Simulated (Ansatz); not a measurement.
# TiNi (P4/mmm) in Ansatz: further runs

The runs below take TiNi through single point, equation of state, with PBEsol.

All numbers are computed with Ansatz 0.2.0; they aren't measurements. Logs are shortened: lines on timing, memory, paths and dates and some standing lists are left out, and cuts for length are marked.

### Step 1. The crystal as given

It takes space group P4/mmm (No. 123, tetragonal). The conventional cell has a = 2.736 Å, b = 2.736 Å, c = 3.581 Å, α = 90.00°, β = 90.00°, γ = 90.00°. Around Ni (site symmetry 4/mmm) lie 8 Ti at 2.64 Å and 4 Ni at 2.74 Å. Ti (site symmetry 4/mmm) is surrounded by 8 Ni at 2.64 Å and 4 Ti at 2.74 Å.

The cell comes from a database or a generator and needn't be the stable form of this composition.

### Step 2. Single point, PBEsol, collinear spin, ferromagnetic start, 12.60 Å³/atom (volume scaled by 0.94)

The input, input.yaml:

```yaml
crystal:
  lattice:
    - [2.679954615, 0.0, 0.0]
    - [0.0, 2.679954615, 0.0]
    - [0.0, 0.0, 3.5082994856]
  atoms:
    - { symbol: Ni, position: [0.0, 0.0, 0.0], spin: 1.0 }
    - { symbol: Ti, position: [0.5, 0.5, 0.5], spin: 1.0 }
hamiltonian:
  xc: pbesol
  pseudopotentials: { kind: paw, source: jth, xc_functional: pbe }
magnetization:
  spin_polarized: true
kpoints:
  mp_grid: { grid: [10, 10, 8] }
scf:
  occupations: { method: fermi_dirac, width: 0.05 }
output:
  forces: true
  stress: true
  eigenvalues: true
```

Potentials or basis: JTH PAW.

Run with:

```
$ ansatz run input.yaml --threads 2 --pin off --max-ram 5632MiB --backend cpu --events-out ev --progress --plain --runs-dir out
```

What it wrote:

```text
Warning: the checks of this Ni dataset prove no rule for summing its radial tables, as where they were carried onto another mesh than they were made on, and Gregory's rule is taken, under which a leading mesh point left out moves its sums only by what lay on the interval it spanned. That does not make them correct, and they differ from Quantum ESPRESSO's on this file; a re-export a fraction of a mesh step off can move them. hamiltonian.pseudopotentials.radial_quadrature: simpson_from_first_knot sums it by `pw.x`'s rule; on a PAW file no value gives `pw.x`'s numbers. What more to know: hamiltonian.pseudopotentials.radial_quadrature, in the input reference
Warning: the checks of this Ti dataset prove no rule for summing its radial tables, as where they were carried onto another mesh than they were made on, and Gregory's rule is taken, under which a leading mesh point left out moves its sums only by what lay on the interval it spanned. That does not make them correct, and they differ from Quantum ESPRESSO's on this file; a re-export a fraction of a mesh step off can move them. hamiltonian.pseudopotentials.radial_quadrature: simpson_from_first_knot sums it by `pw.x`'s rule; on a PAW file no value gives `pw.x`'s numbers. What more to know: hamiltonian.pseudopotentials.radial_quadrature, in the input reference
Warning: RAYON_NUM_THREADS=2 ignored (pool sized by the plan → 2); use --threads N
Engine: ansatz 0.2.0, aarch64-unknown-linux-gnu
Pseudopotentials: kind: paw
Pseudopotential: Ni, paw, valence charge 18, recommended cutoff 2400 eV (normal), Ni.paw.azcp
Pseudopotential: Ti, paw, valence charge 12, recommended cutoff 1230 eV (normal), Ti.paw.azcp
Functional definition: PBEsol
  exchange = pbesol_x
  correlation = pbesol_c
Crystal: 2 atoms, lattice volume = 25.197 Å³
Basis set: ecut = 2400 eV, 6729 PW (Γ), exchange–correlation on 90×90×120 points (8 copies of the dense FFT grid, shifted against one another)
Bands: 20, of which v1, the nominal top of the filled ones, is band 15 counted from 1 (14 counted from 0)
Symmetry: 16 space group operations
Space group: P4/mmm (ITA 123), of the structure as read, at distance tolerance 2.9e-5 Å
Magnetic group: BNS 123.339 (UNI 999), of the structure as read, at distance tolerance 2.9e-5 Å
k-points: 105 of 800
Non-local potential: Ni, projectors of the file, l = 0: 2, l = 1: 2, l = 2: 2
Non-local potential: Ti, projectors of the file, l = 0: 2, l = 1: 2, l = 2: 2
PAW form: soft (Blöchl's): semilocal exchange-correlation on the pseudo side does not see the compensation charge
PAW frozen core: Ni, regenerated for the run's functional, and the local potential with it (the file was generated under x = pbe(κ = 0.804, μ = 0.2195149727645171), c = pbe(β = 0.06672455060314922))
PAW frozen core: Ti, regenerated for the run's functional, and the local potential with it (the file was generated under x = pbe(κ = 0.804, μ = 0.2195149727645171), c = pbe(β = 0.06672455060314922))
PAW one-centre angular grid: Ni, 590 points (default); XC on 64 Gauss nodes
PAW one-centre angular grid: Ti, 590 points (default); XC on 64 Gauss nodes
Initial density: superposition of atomic densities (chi_scale 0.1, normalization cell)
Starting moments: Σ|m| = 2 μB on 2 of 2 sites
Initial wavefunctions: pseudopotential atomic-orbital guess
Functional: x = pbesol(κ = 0.804, μ = 0.12345679012345678), c = pbesol(β = 0.046)
SCF iter   1: F=—  HF=-8279.656127 eV  |F-HF|=—  |Δ(HF+E_count)|=         —  Δρ=1.07e-1 (↑1.07e-1 ↓9.47e-2)  dr2=7.24e0  dr2_m=1.30e0  M=0.220 μB ∫|m|=0.224 μB  β_m=0.30  ethr=3.10e-3  ⟨swp⟩=7.9  Hψ=25111  notcnv=0
Mixer restart at iter 1: flushing history
preconditioner: auto → none  [metal: Δε(μ)=0.037 eV  Ē_g=14.084 eV  σ=0.050 eV  W_gap=0.18  n_scr=6 (ndim 8)  ℏωp=33.1 eV  f_vac=0.000  D(μ)=1.49/eV (n_scr^D=14)  sad-step TF]
[... 17 lines left out ...]
SCF converged after 15 iterations
Magnetization: -0.0000 μB (15.0000 up, 15.0000 down)
Absolute magnetization: 0.0000 μB (∫|ρ↑−ρ↓|, with the PAW one-centre terms)
Spin contamination: 0.0000 ħ² per cell (⟨S²⟩ above its minimum at these occupations)
Per-site moments (μB) at R_I (Å): [(-7.696757664603117e-7, 1.0651864817479861), (-3.423633894731176e-8, 1.0651864817479861)]
Free energy (F): -8278.651215 eV
Harris-Foulkes:  -8278.651215 eV  (|F-HF|=4.55e-11)
Internal energy: -8278.631504 eV  (E = F + TS)
E sigma→0 (E₀):  -8278.641360 eV
Entropy (-TS):   -0.019710 eV (-9.855 meV/atom)
Fermi energy:    18.052965 eV
--- Per-component energies (eV) ---
  E_band       = -391.284313
  E_kinetic    = 999.627377
  E_local      = -4225.076387  (includes V_loc(G=0)·N_el)
  E_nonlocal   = -60.420758
  E_hartree    = 1515.381377
  E_xc         = -268.536875
  E_vxc        = -335.112426  (∫ρ·V_xc dr)
  E_paw        = -2134.982635  (= ΣΔE_a)
  E_vpaw       = 198.934782  (= ΣTr[D̂ρ^β])
  E_aug_tail   = 0.000049  (compensation charges beyond the density's cutoff)
  E_ewald      = -4104.960080
  E_core_change = 0.336430  (= ΣΔE_core)
  E_smearing   = -0.019710  (= −TS)
  E_closure    = 0.000000  (closes the sum)
  Σ components = -8278.651215   (vs F -8278.651215, Δ=0.00e0)
--- Forces (eV/Å), atoms counted from 1 ---
  atom   1  Ni    -0.00000000     0.00000000     0.00000000
  atom   2  Ti     0.00000000    -0.00000000     0.00000000
  max |Σ_I F_I| component: 1.56e-29 eV/Å
--- Stress (GPa, compression-positive) ---
        5.163020       0.000000       0.000000
        0.000000       5.163020       0.000000
        0.000000       0.000000       4.106227
  P = ⅓ Tr σ = 4.8108 GPa (48.108 kbar)
--- Band table (eV; the first three rows and the last of 210) ---
  k-point 0 ↑: bands = ["-85.1518", "-45.7255", "-45.6393", "-45.6393", "-38.4023", "-14.7617", "-14.3684", "-14.3684", "10.1538", "13.8406", "14.3707", "16.0926", "16.0926", "16.8039", "17.7482", "18.7954", "21.2581", "21.2581", "21.7304", "22.1662"]
  k-point 1 ↑: bands = ["-85.1518", "-45.7260", "-45.6393", "-45.6393", "-38.4010", "-14.7741", "-14.3683", "-14.3683", "10.3801", "13.9063", "14.4437", "16.1263", "16.1263", "16.8134", "17.6440", "18.5665", "21.0817", "21.0817", "21.6173", "21.7147"]
  k-point 2 ↑: bands = ["-85.1518", "-45.7273", "-45.6393", "-45.6393", "-38.3980", "-14.8039", "-14.3680", "-14.3680", "11.0277", "14.0354", "14.6416", "16.2141", "16.2141", "16.8367", "17.3712", "17.8155", "20.6786", "20.6786", "20.7090", "21.6766"]
  k-point 104 ↓: bands = ["-85.1436", "-45.7174", "-45.6860", "-45.6860", "-38.1864", "-15.0213", "-15.0213", "-14.6433", "14.8393", "15.2939", "15.3794", "15.3794", "16.4564", "16.4564", "16.5300", "17.3215", "21.0412", "22.7787", "25.5618", "27.0451"]
```

It took 43 s on 2 threads of Arm Neoverse V2, shared host; peak memory 1.2 GiB.

What came out:

```yaml
Free_energy: -8278.6512 eV
Pressure: 4.8 GPa
Band_gap_on_the_k_mesh: none (metal or under the smearing width)
Net_moment: 0.00 μB per cell
Absolute_moment: 0.00 μB per cell
```

Caveat: the starting moments weren't kept.

### Step 3. Single point, PBEsol, collinear spin, ferromagnetic start, 12.87 Å³/atom (volume scaled by 0.96)

Changes to input.yaml since step 2:

```diff
@@ -2,5 +2,5 @@
   lattice:
-    - [2.679954615, 0.0, 0.0]
-    - [0.0, 2.679954615, 0.0]
-    - [0.0, 0.0, 3.5082994856]
+    - [2.6988281566, 0.0, 0.0]
+    - [0.0, 2.6988281566, 0.0]
+    - [0.0, 0.0, 3.5330066341]
   atoms:
```

Potentials or basis: JTH PAW.

Run with:

```
$ ansatz run input.yaml --threads 2 --pin off --max-ram 5632MiB --backend cpu --events-out ev --progress --plain --runs-dir out
```

Run time: 43 s. Hardware: 2 threads of Arm Neoverse V2, shared host; peak memory 1.3 GiB.

The run converged. Its results:

```
Free energy            : -8278.6607 eV
Pressure               : 0.9 GPa
Band gap on the k mesh : none (metal or under the smearing width)
Net moment             : 0.00 μB per cell
Absolute moment        : 0.00 μB per cell
```

Caveat: the starting moments weren't kept.

### Step 4. Single point, PBEsol, collinear spin, ferromagnetic start, 13.13 Å³/atom (volume scaled by 0.98)

Changes to input.yaml since step 3:

```diff
@@ -2,5 +2,5 @@
   lattice:
-    - [2.6988281566, 0.0, 0.0]
-    - [0.0, 2.6988281566, 0.0]
-    - [0.0, 0.0, 3.5330066341]
+    - [2.7174413528, 0.0, 0.0]
+    - [0.0, 2.7174413528, 0.0]
+    - [0.0, 0.0, 3.557372967]
   atoms:
```

Run with:

```
$ ansatz run input.yaml --threads 2 --pin off --max-ram 5632MiB --backend cpu --events-out ev --progress --plain --runs-dir out
```

It took 44 s on 2 threads of Arm Neoverse V2, shared host; peak memory 1.3 GiB.

Results (log left out):

```
Free energy            : -8278.6579 eV
Pressure               : -2.5 GPa
Band gap on the k mesh : none (metal or under the smearing width)
Net moment             : 0.00 μB per cell
Absolute moment        : 0.00 μB per cell
```

Caveat: the starting moments weren't kept.

### Step 5. Single point, PBEsol, collinear spin, ferromagnetic start, 13.40 Å³/atom

Changes to input.yaml since step 4:

```diff
@@ -2,5 +2,5 @@
   lattice:
-    - [2.7174413528, 0.0, 0.0]
-    - [0.0, 2.7174413528, 0.0]
-    - [0.0, 0.0, 3.557372967]
+    - [2.735803, 0.0, 0.0]
+    - [0.0, 2.735803, 0.0]
+    - [0.0, 0.0, 3.58141]
   atoms:
```

Run with:

```
$ ansatz run input.yaml --threads 2 --pin off --max-ram 5632MiB --backend cpu --events-out ev --progress --plain --runs-dir out
```

Wall time 45 s (2 threads of Arm Neoverse V2, shared host); peak memory 1.3 GiB.

The run converged. Its results:

```
Free energy            : -8278.6441 eV
Pressure               : -5.7 GPa
Band gap on the k mesh : none (metal or under the smearing width)
Net moment             : 0.00 μB per cell
Absolute moment        : 0.00 μB per cell
```

Caveat: the starting moments weren't kept.

### Step 6. Single point, PBEsol, collinear spin, ferromagnetic start, 13.67 Å³/atom (volume scaled by 1.02)

Changes to input.yaml since step 5:

```diff
@@ -2,5 +2,5 @@
   lattice:
-    - [2.735803, 0.0, 0.0]
-    - [0.0, 2.735803, 0.0]
-    - [0.0, 0.0, 3.58141]
+    - [2.7539214287, 0.0, 0.0]
+    - [0.0, 2.7539214287, 0.0]
+    - [0.0, 0.0, 3.6051286382]
   atoms:
```

Potentials or basis: JTH PAW.

Run with:

```
$ ansatz run input.yaml --threads 2 --pin off --max-ram 5632MiB --backend cpu --events-out ev --progress --plain --runs-dir out
```

Run time: 45 s. Hardware: 2 threads of Arm Neoverse V2, shared host; peak memory 1.3 GiB.

The run converged. Its results:

```
Free energy            : -8278.6204 eV
Pressure               : -8.5 GPa
Band gap on the k mesh : none (metal or under the smearing width)
Net moment             : 0.00 μB per cell
Absolute moment        : 0.00 μB per cell
```

Caveat: the starting moments weren't kept.

### Step 7. Single point, PBEsol, collinear spin, ferromagnetic start, 13.94 Å³/atom (volume scaled by 1.04)

Changes to input.yaml since step 6:

```diff
@@ -2,5 +2,5 @@
   lattice:
-    - [2.7539214287, 0.0, 0.0]
-    - [0.0, 2.7539214287, 0.0]
-    - [0.0, 0.0, 3.6051286382]
+    - [2.7718045364, 0.0, 0.0]
+    - [0.0, 2.7718045364, 0.0]
+    - [0.0, 0.0, 3.6285392204]
   atoms:
@@ -21 +21,5 @@
   eigenvalues: true
+  write_density: true
+  write_potential: true
+  elf: true
+  volumetric_format: npy
```

Run with:

```
$ ansatz run input.yaml --threads 2 --pin off --max-ram 5632MiB --backend cpu --events-out ev --progress --plain --runs-dir out
```

Wall time 55 s (2 threads of Arm Neoverse V2, shared host); peak memory 1.3 GiB.

The run converged. Its results:

| Property | Result |
| --- | --- |
| Free energy | -8278.5878 eV |
| Pressure | -11.0 GPa |
| Band gap on the k mesh | none (metal or under the smearing width) |
| Net moment | 0.00 μB per cell |
| Absolute moment | 0.00 μB per cell |

Caveat: the starting moments weren't kept.

### Step 8. Single point, PBEsol, collinear spin, ferromagnetic start, 14.21 Å³/atom (volume scaled by 1.06)

Changes to input.yaml since step 7:

```diff
@@ -2,5 +2,5 @@
   lattice:
-    - [2.7718045364, 0.0, 0.0]
-    - [0.0, 2.7718045364, 0.0]
-    - [0.0, 0.0, 3.6285392204]
+    - [2.7894598184, 0.0, 0.0]
+    - [0.0, 2.7894598184, 0.0]
+    - [0.0, 0.0, 3.6516515584]
   atoms:
@@ -21,5 +21 @@
   eigenvalues: true
-  write_density: true
-  write_potential: true
-  elf: true
-  volumetric_format: npy
```

Run with:

```
$ ansatz run input.yaml --threads 2 --pin off --max-ram 5632MiB --backend cpu --events-out ev --progress --plain --runs-dir out
```

Wall time 47 s (2 threads of Arm Neoverse V2, shared host); peak memory 1.4 GiB.

It converged, with:

```yaml
Free_energy: -8278.5473 eV
Pressure: -13.2 GPa
Band_gap_on_the_k_mesh: none (metal or under the smearing width)
Net_moment: 0.00 μB per cell
Absolute_moment: 0.00 μB per cell
```

Caveat: the starting moments weren't kept.

### Step 9. Equation of state, PBEsol, collinear spin, ferromagnetic start

Potentials or basis: JTH PAW.

No new run: the results of the series are fitted here.

Results:

| Quantity | Value |
| --- | --- |
| Equilibrium volume | 12.94 Å³/atom |
| Bulk modulus at fixed shape and positions | 172 GPa |
| Pressure derivative of the bulk modulus | 4.2 |

Energy against volume, from the lowest point:
```
volume (Å³/atom)  energy (meV/atom)
          12.599               4.75
          12.867               0.00
          13.135               1.39
          13.403               8.29
          13.671              20.15
          13.939              36.44
          14.207              56.72
```

Caveat: the cell was scaled at fixed shape and fractional positions, which overstates the stiffness of a crystal with free parameters, most of all of layers and chains.
